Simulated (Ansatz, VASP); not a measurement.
This is a calculation of GaP for VASP 6.6.1.

INCAR

```
PREC = Accurate ; ENCUT = 520
EDIFF = 1E-7 ; ISMEAR = 0
SIGMA = 0.028000000000000004 ; LREAL = False
LASPH = True ; NELM = 60
ALGO = Normal ; ISIF = 2
LWAVE = False ; LCHARG = False
GGA = PE ; NBANDS = 16
```

File KPOINTS:

```
regular mesh
0
Gamma
  8 8 8
```

The input POSCAR:

```
GaP
1.0
    0.0000000000      2.7252500000      2.7252500000
    2.7252500000      0.0000000000      2.7252500000
    2.7252500000      2.7252500000      0.0000000000
Ga P
1 1
Direct
    0.0000000000      0.0000000000      0.0000000000
    0.7500000000      0.7500000000      0.7500000000
```

Potentials or basis: VASP PAW PBE potentials, release 64 (Ga_d, P).

Run with:

```bash
$ cat potpaw_PBE.64/Ga_d/POTCAR potpaw_PBE.64/P/POTCAR > POTCAR
$ mpirun -np 1 vasp_std > vasp.out
```

Problem. Translate it to Ansatz 0.2.0. Potentials there: Ansatz PAW.

Solution. As run (the cutoff follows the program's own potentials):

File input.yaml:

```yaml
crystal:
  lattice:
    - [0.0, 2.72525, 2.72525]
    - [2.72525, 0.0, 2.72525]
    - [2.72525, 2.72525, 0.0]
  atoms:
    - { symbol: Ga, position: [0.0, 0.0, 0.0] }
    - { symbol: P, position: [0.75, 0.75, 0.75] }
hamiltonian:
  xc: pbe
  pseudopotentials: { kind: paw }
kpoints:
  mp_grid: { grid: [8, 8, 8] }
scf:
  occupations: { method: gaussian, width: 0.028 }
output:
  forces: true
  stress: true
  eigenvalues: true
```

Potentials or basis: Ansatz PAW.

Launch:

```sh
$ ansatz run input.yaml --threads 2 --pin off --max-ram 5632MiB --backend cpu --events-out ev --progress --plain --runs-dir out
```

Both were run:

|  | VASP | Ansatz | Ansatz less VASP |
| --- | --- | --- | --- |
| gap on the k mesh at the Fermi level (eV) | 1.64 | 1.64 | 0.000 |
| least direct gap on the mesh (eV) | 1.83 | 1.83 | +0.002 |
| pressure (GPa) | 2.5 | 2.5 | +0.02 |

A k mesh can miss the band edges.
